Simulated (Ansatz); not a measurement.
**A defect in a wire: armchair graphene nanoribbon (N = 5, H edges), divacancy of C and C**

What does the defect do to the conductance?

Method: DFT PBE, plane waves, PAW; relaxation of a wire's period, in the first sound run; inputs show where later runs differ, in Ansatz 0.2.0.

### Step 1. Starting point

The cell holds 14 atoms: 10 C and 4 H. Its edges and angles: a = 13.772 Å, b = 7.000 Å, c = 4.260 Å, α = 90.0°, β = 90.0°, γ = 90.0°. Vacuum lies along a and b. The structure's axis is c.

As a file:

```cif
data_structure
_symmetry_space_group_name_H-M 'P 1'
_symmetry_Int_Tables_number 1
_cell_length_a 13.7720
_cell_length_b 7.0000
_cell_length_c 4.2600
_cell_angle_alpha 90.000
_cell_angle_beta 90.000
_cell_angle_gamma 90.000
_cell_volume 410.68
loop_
_atom_site_label
_atom_site_type_symbol
_atom_site_fract_x
_atom_site_fract_y
_atom_site_fract_z
_atom_site_occupancy
C1 C 0.32142 0.50000 0.00000 1
C2 C 0.50001 0.50000 0.00000 1
C3 C 0.67860 0.50000 0.00000 1
C4 C 0.32142 0.50000 0.33333 1
C5 C 0.50001 0.50000 0.33333 1
C6 C 0.67860 0.50000 0.33333 1
H7 H 0.25414 0.50000 0.45892 1
H8 H 0.74588 0.50000 0.45892 1
C9 C 0.41072 0.50000 0.50000 1
C10 C 0.58931 0.50000 0.50000 1
C11 C 0.41072 0.50000 0.83333 1
C12 C 0.58931 0.50000 0.83333 1
H13 H 0.25414 0.50000 0.87441 1
H14 H 0.74588 0.50000 0.87441 1
```

### Step 2. Relaxing the period

Band widths follow the bond lengths, so the wire is relaxed first. The atoms and the third cell vector are free; the box across stays fixed as vacuum. A Fermi-Dirac smearing is set since the result may be a metal. The pressure printed is a third of the stress's trace over the whole box, vacuum included; only the stress along the axis is relaxed.

input.yaml

```yaml
crystal:
  lattice:
    - [13.772, 0.0, 0.0]
    - [0.0, 7.0, 0.0]
    - [0.0, 0.0, 4.26]
  atoms:
    - { symbol: C, position: [0.321423699, 0.5, 0.0] }
    - { symbol: C, position: [0.500011569, 0.5, 0.0] }
    - { symbol: C, position: [0.678599439, 0.5, 0.0] }
    - { symbol: C, position: [0.321423699, 0.5, 0.333333333] }
    - { symbol: C, position: [0.500011569, 0.5, 0.333333333] }
    - { symbol: C, position: [0.678599439, 0.5, 0.333333333] }
    - { symbol: H, position: [0.254138832, 0.5, 0.458920188] }
    - { symbol: H, position: [0.745884306, 0.5, 0.458920188] }
    - { symbol: C, position: [0.410717634, 0.5, 0.5] }
    - { symbol: C, position: [0.589305504, 0.5, 0.5] }
    - { symbol: C, position: [0.410717634, 0.5, 0.833333333] }
    - { symbol: C, position: [0.589305504, 0.5, 0.833333333] }
    - { symbol: H, position: [0.254138832, 0.5, 0.874413146] }
    - { symbol: H, position: [0.745884306, 0.5, 0.874413146] }
kpoints:
  mp_grid: { grid: [1, 1, 19] }
scf:
  occupations: { method: fermi_dirac, width: 0.05 }
hamiltonian:
  xc: pbe
relax:
  cell: { fix: [a, b, alpha, beta, gamma] }
  max_steps: 60
```

Launch:

```sh
$ ansatz run input.yaml --threads 4 --pin off --max-ram 16384MiB --backend cpu --events-out ev --progress --plain --runs-dir out
```

Numbers of over 12 decimals in the logs are rounded to 6 here.

Output:

```text
Engine: ansatz 0.2.0, aarch64-unknown-linux-gnu
Pseudopotentials: kind: paw
Pseudopotential: C, paw, valence charge 4, recommended cutoff 420 eV (normal), C.paw.azcp
Pseudopotential: H, paw, valence charge 1, recommended cutoff 420 eV (normal), H.paw.azcp
Functional definition: PBE
  parameter kappa = 0.804
  parameter beta = 0.066725
  exchange = pbe_x(kappa = kappa, mu = beta*pi^2/3)
  correlation = pbe_c(beta = beta)
Crystal: 14 atoms, lattice volume = 410.681 Å³
Basis set: ecut = 420 eV, 8035 PW (Γ), exchange–correlation on 192×96×60 points (8 copies of the dense FFT grid, shifted against one another)
Bands: 36, of which v1, the nominal top of the filled ones, is band 22 counted from 1 (21 counted from 0)
Symmetry: 8 space group operations
Space group: Pmmm (ITA 47), of the structure as read, at distance tolerance 7.4e-5 Å
k-points: 10 of 19
Non-local potential: C, projectors of the file, l = 0: 2, l = 1: 2, l = 2: 1
Non-local potential: H, projectors of the file, l = 0: 2, l = 1: 1
PAW form: soft (Blöchl's): semilocal exchange-correlation on the pseudo side does not see the compensation charge
PAW one-centre angular grid: C, 110 points (default); XC on 64 Gauss nodes
PAW one-centre angular grid: H, 110 points (default); XC on 64 Gauss nodes
Initial density: superposition of atomic densities (neutral atoms: chi_scale 0, normalization atom), corrected by the library's trained network
Initial wavefunctions: pseudopotential atomic-orbital guess
Functional: x = pbe(κ = 0.804, μ = 0.219515), c = pbe(β = 0.066725)
SCF iter   1: F=—  HF=-2572.377046 eV  |F-HF|=—  |Δ(HF+E_count)|=         —  Δρ=2.53e-3  dr2=8.85e-2  ethr=1.77e-3  ⟨swp⟩=7.6  Hψ=1984  notcnv=0  defer=34
preconditioner: auto → Resta (q_TF=auto, 1.880 Å⁻¹)  ε∞=1.8  [insulator: Δε(μ)=0.339 eV  Ē_g=13.812 eV  σ=0.050 eV  W_gap=0.93  n_scr=50 (ndim 8)  ℏωp=12.2 eV  f_vac=0.653  D(μ)=0.13/eV (n_scr^D=0)  ε∞_Penn≈1.8  vacuum switching on, ρ_ref=1.4e-2 e/Å³]
SCF iter   2: F=—  HF=-2572.357492 eV  |F-HF|=—  |Δ(HF+E_count)|=   1.96e-2  Δρ=1.79e-3  dr2=1.60e-2  ethr=2.01e-4  ⟨swp⟩=2.3  Hψ=610  notcnv=0  defer=82
SCF iter   3: F=—  HF=-2572.355109 eV  |F-HF|=—  |Δ(HF+E_count)|=   2.38e-3  Δρ=7.51e-4  dr2=2.46e-3  ethr=3.63e-5  ⟨swp⟩=2.0  Hψ=491  notcnv=0  defer=82
SCF iter   4: F=—  HF=-2572.355820 eV  |F-HF|=—  |Δ(HF+E_count)|=   7.10e-4  Δρ=2.38e-4  dr2=2.78e-4  ethr=5.58e-6  ⟨swp⟩=3.0  Hψ=548  notcnv=0  defer=82
SCF iter   5: F=—  HF=-2572.356095 eV  |F-HF|=—  |Δ(HF+E_count)|=   2.75e-4  Δρ=5.70e-5  dr2=1.43e-5  ethr=6.31e-7  ⟨swp⟩=2.1  Hψ=480  notcnv=0  defer=82
SCF iter   6: F=—  HF=-2572.356206 eV  |F-HF|=—  |Δ(HF+E_count)|=   1.11e-4  Δρ=1.87e-5  dr2=1.18e-6  ethr=3.25e-8  ⟨swp⟩=2.0  Hψ=611  notcnv=0  defer=82
SCF iter   7: F=-2572.356206 eV  HF=-2572.356206 eV  |F-HF|=5.71e-8  |Δ(HF+E_count)|=   2.13e-7  Δρ=3.93e-6  dr2=3.01e-8  ethr=2.27e-10  ⟨swp⟩=3.4  Hψ=1293  notcnv=0
SCF 1 converged in 7 iterations: F = -2572.356206 eV  dr2 = 3.01e-8
  greatest PAW one-centre occupation: 0.674 electrons in one spin orbital (limit 2), on the C atom at site 4 (counted from 0), in its partial waves of l = 0
relax step   1: F+E_penalty+E_count = -2572.35620646 eV  Δ(F+E_penalty+E_count) = +0.000e0 eV  max|allowed force component| = 2.483e0 eV/Å  Δτ_max = 0.0000 Å  P = +0.366 GPa  Ω = 410.681 Å³  fix = [a, b, alpha, beta, gamma]  reactions: a +0.381, b +0.093 GPa  (7 SCF iters, dr2 threshold 1.00e-7 eV, accepted)
Crystal: 14 atoms, lattice volume = 415.189 Å³
Basis set: ecut = 420 eV, 8159 PW (Γ), exchange–correlation on 192×96×60 points (8 copies of the dense FFT grid, shifted against one another)
Initial density: handed on by an earlier stage of this run
Initial wavefunctions: those handed on with the density
iter 1 solved again at ethr=1.91e-4 eV; its pass at ethr=3.10e-3 eV (dr2=8.42e-2 eV) is discarded
SCF iter   1: F=—  HF=-2572.579660 eV  |F-HF|=—  |Δ(HF+E_count)|=         —  Δρ=5.54e-3  dr2=8.90e-2  ethr=1.91e-4  ⟨swp⟩=3.7  Hψ=1612  notcnv=0
preconditioner: auto → Resta (q_TF=auto, 1.877 Å⁻¹)  ε∞=1.8  [insulator: Δε(μ)=0.360 eV  Ē_g=13.597 eV  σ=0.050 eV  W_gap=0.95  n_scr=50 (ndim 8)  ℏωp=12.1 eV  f_vac=0.661  D(μ)=0.11/eV (n_scr^D=0)  ε∞_Penn≈1.8  vacuum switching on, ρ_ref=1.3e-2 e/Å³]
SCF iter   2: F=—  HF=-2572.559829 eV  |F-HF|=—  |Δ(HF+E_count)|=   1.98e-2  Δρ=2.36e-3  dr2=1.26e-2  ethr=1.91e-4  ⟨swp⟩=2.1  Hψ=660  notcnv=0
SCF iter   3: F=—  HF=-2572.558774 eV  |F-HF|=—  |Δ(HF+E_count)|=   1.05e-3  Δρ=1.01e-3  dr2=2.19e-3  ethr=2.86e-5  ⟨swp⟩=2.0  Hψ=521  notcnv=0
SCF iter   4: F=—  HF=-2572.558870 eV  |F-HF|=—  |Δ(HF+E_count)|=   9.52e-5  Δρ=2.34e-4  dr2=1.29e-4  ethr=4.99e-6  ⟨swp⟩=2.6  Hψ=602  notcnv=0
SCF iter   5: F=—  HF=-2572.559011 eV  |F-HF|=—  |Δ(HF+E_count)|=   1.42e-4  Δρ=6.04e-5  dr2=1.71e-5  ethr=2.93e-7  ⟨swp⟩=2.1  Hψ=546  notcnv=0
SCF iter   6: F=-2572.559011 eV  HF=-2572.559011 eV  |F-HF|=1.62e-7  |Δ(HF+E_count)|=   4.30e-8  Δρ=1.56e-5  dr2=1.05e-6  ethr=3.18e-9  ⟨swp⟩=3.9  Hψ=1396  notcnv=0
SCF 2 converged in 6 iterations: F = -2572.559011 eV  dr2 = 1.05e-6
  greatest PAW one-centre occupation: 0.675 electrons in one spin orbital (limit 2), on the C atom at site 5 (counted from 0), in its partial waves of l = 0
relax step   2: F+E_penalty+E_count = -2572.55901125 eV  Δ(F+E_penalty+E_count) = -2.028e-1 eV  max|allowed force component| = 7.556e-1 eV/Å  Δτ_max = 0.0522 Å  P = +0.086 GPa  Ω = 415.189 Å³  energy of the carried Pulay correction = -3.885e-3 eV  fix = [a, b, alpha, beta, gamma]  reactions: a +0.360, b +0.081 GPa  (6 SCF iters, dr2 threshold 1.40e-6 eV, accepted)
Crystal: 14 atoms, lattice volume = 415.630 Å³
Basis set: ecut = 420 eV, 8175 PW (Γ), exchange–correlation on 192×96×60 points (8 copies of the dense FFT grid, shifted against one another)
iter 1 solved again at ethr=2.09e-5 eV; its pass at ethr=3.10e-3 eV (dr2=9.21e-3 eV) is discarded
SCF iter   1: F=—  HF=-2572.577643 eV  |F-HF|=—  |Δ(HF+E_count)|=         —  Δρ=1.82e-3  dr2=9.79e-3  ethr=2.09e-5  ⟨swp⟩=2.2  Hψ=1446  notcnv=0
preconditioner: auto → Resta (q_TF=auto, 1.877 Å⁻¹)  ε∞=1.8  [insulator: Δε(μ)=0.415 eV  Ē_g=13.605 eV  σ=0.050 eV  W_gap=0.97  n_scr=50 (ndim 8)  ℏωp=12.1 eV  f_vac=0.660  D(μ)=0.07/eV (n_scr^D=0)  ε∞_Penn≈1.8  vacuum switching on, ρ_ref=1.3e-2 e/Å³]
SCF iter   2: F=—  HF=-2572.575055 eV  |F-HF|=—  |Δ(HF+E_count)|=   2.59e-3  Δρ=7.68e-4  dr2=1.41e-3  ethr=2.09e-5  ⟨swp⟩=2.0  Hψ=494  notcnv=0
SCF iter   3: F=—  HF=-2572.574858 eV  |F-HF|=—  |Δ(HF+E_count)|=   1.97e-4  Δρ=3.03e-4  dr2=2.60e-4  ethr=3.21e-6  ⟨swp⟩=2.0  Hψ=523  notcnv=0
SCF iter   4: F=—  HF=-2572.574955 eV  |F-HF|=—  |Δ(HF+E_count)|=   9.74e-5  Δρ=6.82e-5  dr2=1.01e-5  ethr=5.90e-7  ⟨swp⟩=2.6  Hψ=608  notcnv=0
SCF iter   5: F=-2572.574957 eV  HF=-2572.574958 eV  |F-HF|=2.04e-7  |Δ(HF+E_count)|=   2.34e-6  Δρ=1.57e-5  dr2=8.41e-7  ethr=3.18e-9  ⟨swp⟩=5.0  Hψ=1203  notcnv=0
SCF 3 converged in 5 iterations: F = -2572.574957 eV  dr2 = 8.41e-7
  greatest PAW one-centre occupation: 0.677 electrons in one spin orbital (limit 2), on the C atom at site 5 (counted from 0), in its partial waves of l = 0
relax step   3: F+E_penalty+E_count = -2572.57495735 eV  Δ(F+E_penalty+E_count) = -1.595e-2 eV  max|allowed force component| = 4.850e-2 eV/Å  Δτ_max = 0.0148 Å  P = +0.061 GPa  Ω = 415.630 Å³  energy of the carried Pulay correction = -4.264e-3 eV  fix = [a, b, alpha, beta, gamma]  reactions: a -0.005, b +0.079 GPa  (5 SCF iters, dr2 threshold 1.40e-6 eV, accepted)
[...]
relax step   4: F+E_penalty+E_count = -2572.57508866 eV  Δ(F+E_penalty+E_count) = -1.313e-4 eV  max|allowed force component| = 1.887e-2 eV/Å  Δτ_max = 0.0016 Å  P = +0.020 GPa  Ω = 415.754 Å³  energy of the carried Pulay correction = -4.370e-3 eV  fix = [a, b, alpha, beta, gamma]  reactions: a -0.010, b +0.079 GPa  (4 SCF iters, dr2 threshold 1.47e-7 eV, accepted)
[...]
relax step   5: F+E_penalty+E_count = -2572.57508263 eV  Δ(F+E_penalty+E_count) = +6.033e-6 eV  max|allowed force component| = 3.027e-2 eV/Å  Δτ_max = 0.0026 Å  P = +0.049 GPa  Ω = 415.689 Å³  energy of the carried Pulay correction = -4.314e-3 eV  fix = [a, b, alpha, beta, gamma]  (5 SCF iters, dr2 threshold 2.22e-8 eV, rejected (line search))
[...]
relax step   6: F+E_penalty+E_count = -2572.57512563 eV  Δ(F+E_penalty+E_count) = -3.696e-5 eV  max|allowed force component| = 1.848e-3 eV/Å  Δτ_max = 0.0011 Å  P = +0.026 GPa  Ω = 415.739 Å³  energy of the carried Pulay correction = -4.357e-3 eV  fix = [a, b, alpha, beta, gamma]  reactions: a +0.005, b +0.079 GPa  (7 SCF iters, accepted)
Initial wavefunctions: pseudopotential atomic-orbital guess (no wavefunctions were taken with the density)
iter 1 solved again at ethr=4.42e-7 eV; its pass at ethr=3.10e-3 eV (dr2=1.94e-4 eV) is discarded
SCF iter   1: F=—  HF=-2572.578358 eV  |F-HF|=—  |Δ(HF+E_count)|=         —  Δρ=6.78e-5  dr2=1.33e-6  ethr=4.42e-7  ⟨swp⟩=5.0  Hψ=3201  notcnv=0
preconditioner: auto → Resta (q_TF=auto, 1.876 Å⁻¹)  ε∞=1.8  [insulator: Δε(μ)=0.409 eV  Ē_g=13.612 eV  σ=0.050 eV  W_gap=0.97  n_scr=50 (ndim 8)  ℏωp=12.1 eV  f_vac=0.660  D(μ)=0.07/eV (n_scr^D=0)  ε∞_Penn≈1.8  vacuum switching on, ρ_ref=1.3e-2 e/Å³]
SCF iter   2: F=—  HF=-2572.579252 eV  |F-HF|=—  |Δ(HF+E_count)|=   8.94e-4  Δρ=3.43e-5  dr2=3.23e-7  ethr=3.03e-9  ⟨swp⟩=2.7  Hψ=763  notcnv=0  defer=2
SCF iter   3: F=—  HF=-2572.579644 eV  |F-HF|=—  |Δ(HF+E_count)|=   3.92e-4  Δρ=3.87e-6  dr2=1.95e-8  ethr=7.35e-10  ⟨swp⟩=2.3  Hψ=646  notcnv=0  defer=4
SCF iter   4: F=—  HF=-2572.579653 eV  |F-HF|=—  |Δ(HF+E_count)|=   8.94e-6  Δρ=6.78e-7  dr2=1.62e-9  ethr=4.43e-11  ⟨swp⟩=2.1  Hψ=532  notcnv=0  defer=4
SCF iter   5: F=—  HF=-2572.579653 eV  |F-HF|=—  |Δ(HF+E_count)|=   1.98e-8  Δρ=3.19e-7  dr2=1.10e-9  ethr=3.68e-12  ⟨swp⟩=2.3  Hψ=583  notcnv=0  defer=4
SCF iter   6: F=-2572.579653 eV  HF=-2572.579653 eV  |F-HF|=1.77e-9  |Δ(HF+E_count)|=   1.92e-9  Δρ=8.46e-8  dr2=3.20e-11  ethr=1.00e-12  ⟨swp⟩=3.7  Hψ=1389  notcnv=0
SCF 7 converged in 6 iterations: F = -2572.579653 eV  dr2 = 3.20e-11
relax step   7: F+E_penalty+E_count = -2572.57965277 eV  Δ(F+E_penalty+E_count) = -4.527e-3 eV  max|allowed force component| = 2.495e-3 eV/Å  Δτ_max = 0.0000 Å  P = +0.039 GPa  Ω = 415.739 Å³  fix = [a, b, alpha, beta, gamma]  reactions: a +0.004, b +0.099 GPa  stress off target by 1.27e-2 GPa on what of the cell is left free  SCF on the basis re-selected at this cell (its energy is not comparable with the rows above)  (6 SCF iters)
basis re-selected at this cell: Δ(F+E_penalty+E_count) = -4.527e-3 eV, ΔP = +0.012 GPa vs the last step (what re-selecting the basis moved, of the pressure what is left beyond the Pulay correction that the steps carried, after the strain that the cell walked since its last selection, with what the two solves' SCF thresholds leave and, on support functions, any second-order correction that the steps lacked; it is no m [...]
SCF converged after 6 iterations
Free energy (F): -2572.579653 eV
Harris-Foulkes:  -2572.579653 eV  (|F-HF|=1.77e-9)
Internal energy: -2572.578745 eV  (E = F + TS)
E sigma→0 (E₀):  -2572.579199 eV
Entropy (-TS):   -0.000907 eV (-0.065 meV/atom)
Fermi energy:    -1.355655 eV
--- Per-component energies (eV) ---
  E_band       = -444.327564
  E_kinetic    = 960.471764
  E_local      = -7790.790329  (includes V_loc(G=0)·N_el)
  E_nonlocal   = 280.105402
  E_hartree    = 3407.460341
  E_xc         = -514.419762
  E_vxc        = -638.338864  (∫ρ·V_xc dr)
  E_paw        = -995.597562  (= ΣΔE_a)
  E_vpaw       = -70.690932  (= ΣTr[D̂ρ^β])
  E_aug_tail   = -0.005419  (compensation charges beyond the density's cutoff)
  E_ewald      = 2080.196821
  E_smearing   = -0.000907  (= −TS)
  E_closure    = 0.000000  (closes the sum)
  Σ components = -2572.579653   (vs F -2572.579653, Δ=0.00e0)
--- Forces (eV/Å), atoms counted from 1 ---
  atom   1  C     -0.00249454     0.00000000    -0.00096042
  atom   2  C      0.00000000     0.00000000    -0.00133778
  atom   3  C      0.00249454     0.00000000    -0.00096042
  atom   4  C     -0.00249454     0.00000000     0.00096042
  atom   5  C     -0.00000000     0.00000000     0.00133778
  atom   6  C      0.00249454     0.00000000     0.00096042
  atom   7  H     -0.00006351    -0.00000000    -0.00094788
  atom   8  H      0.00006351     0.00000000    -0.00094788
  atom   9  C      0.00162538     0.00000000     0.00084595
  atom  10  C     -0.00162538     0.00000000     0.00084595
  atom  11  C      0.00162538     0.00000000    -0.00084595
  atom  12  C     -0.00162538     0.00000000    -0.00084595
  atom  13  H     -0.00006351     0.00000000     0.00094788
  atom  14  H      0.00006351    -0.00000000     0.00094788
  max |Σ_I F_I| component: 4.47e-19 eV/Å
--- Stress (GPa, compression-positive) ---
        0.003627       0.000000       0.000000
        0.000000       0.099301       0.000000
        0.000000       0.000000       0.012719
  P = ⅓ Tr σ = 0.0385 GPa (0.385 kbar)
--- Relaxed structure (6 steps of the walk, 5 accepted, 1 SCFs on fresh bases) ---
  F+E_penalty+E_count = -2572.57965277 eV   max|allowed force component| = 2.495e-3 eV/Å   (the final SCF, on the basis selected at the relaxed cell)
  cell:  # Å, volume = 415.7393 Å³
    - [13.772, 0.0, 0.0]
    - [0.0, 7.0, 0.0]
    - [0.0, 0.0, 4.312469]
  atoms:
    - { symbol: C, position: [0.322996, 0.500000, 0.00772369] }
    - { symbol: C, position: [0.500011569, 0.500000, -0.000250453] }
    - { symbol: C, position: [0.677027, 0.500000, 0.00772369] }
    - { symbol: C, position: [0.322996, 0.500000, 0.325610] }
    - { symbol: C, position: [0.500011569, 0.500000, 0.333584] }
    - { symbol: C, position: [0.677027, 0.500000, 0.325610] }
    - { symbol: H, position: [0.253305, 0.500000, 0.444400] }
    - { symbol: H, position: [0.746718, 0.500000, 0.444400] }
    - { symbol: C, position: [0.410351, 0.500000, 0.500138] }
    - { symbol: C, position: [0.589672, 0.500000, 0.500138] }
    - { symbol: C, position: [0.410351, 0.500000, 0.833195] }
    - { symbol: C, position: [0.589672, 0.500000, 0.833195] }
    - { symbol: H, position: [0.253305, 0.500000, 0.888933] }
    - { symbol: H, position: [0.746718, 0.500000, 0.888933] }
```

Elapsed: 13 s, on 4 threads of Arm Neoverse V2, shared host; peak memory 0.74 GiB.

The steps of the relaxation:

```csv
step,energy less that of the first step (eV),largest force component (eV/Å),pressure (GPa),volume (Å³)
1,0.0000,2.4832,0.37,410.68
2,-0.2028,0.7556,0.09,415.19
3,-0.2188,0.0485,0.06,415.63
4,-0.2189,0.0189,0.02,415.75
5,-0.2189,0.0303,0.05,415.69
6,-0.2189,0.0018,0.03,415.74
7*,-0.2234,0.0025,0.04,415.74
```

Relaxation steps marked * repeat the geometry before them on a plane-wave basis chosen anew for their cell, so energy and pressure can jump there. Relaxation step 5 was tried and not accepted.

Forces are held to the 8 operations that the run works with; a distortion that breaks them can't arise in this run.

```csv
cell as run,before,after,change
c (Å),4.260,4.312,+1.2 %
```

The atoms that moved most (Å, along periodic axes as changes of fractional coordinates times the final cell, across vacuum about the mean position):

```csv
atom,dx,dy,dz,length
H7,-0.011,0.000,-0.063,0.064
H8,0.011,0.000,-0.063,0.064
H13,-0.011,0.000,0.063,0.064
H14,0.011,0.000,0.063,0.064
C1,0.022,0.000,0.033,0.040
C3,-0.022,0.000,0.033,0.040
C4,0.022,0.000,-0.033,0.040
C6,-0.022,0.000,-0.033,0.040
```

This step gave:

```
energy at zero smearing    : -2572.5792 eV
cell length along the wire : 4.312 Å
```

The cell's length comes to 4.312 Å with spin left out.

(Part 1 of 5 ends here.)

[Logs are printed without paths, hosts, clocks, repeated set-up lines and the standing remarks that a program may print on its own settings, such as how far it seeks lower states.]

[Hosts, paths, dates, database ids (printed as entryN), source tags and the programs' standing remarks are cut or masked in the printed files.]
